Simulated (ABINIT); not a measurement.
# Al in ABINIT: the effect of functional

The system is Al.

```
Al
1.0
     2.81246    0.00000    0.00000
    -1.40623    2.43566    0.00000
     0.00000    0.00000    4.86685
Al
2
Direct
  0.33333 0.66667 0.25000
  0.66667 0.33333 0.75000
```

This isn't the form of Al at room conditions, which is fcc.

Alike in all runs:

```yaml
Program: ABINIT 10.8.3 (patched build)
Task: band structure
Potentials_or_basis: JTH PAW PBE v2.0
Cutoff: 490 eV
k_mesh: 11 × 11 × 6
Occupations: fermi-dirac, width 0.05 eV
Spin: no spin polarisation
```

| functional | pressure (GPa) |
| --- | --- |
| LDA | -2.2 |
| PBEsol | -1.1 |
| BLYP | ? |
| AM05 | -1.9 |
| r2SCAN | -2.4 |
| SCAN | -0.8 |

**Question.** What does the run with functional BLYP give?

**Answer.** Pressure 4.0 GPa.

Caveats: the PAW data sets were made with another functional, which shifts forces and pressure a little.
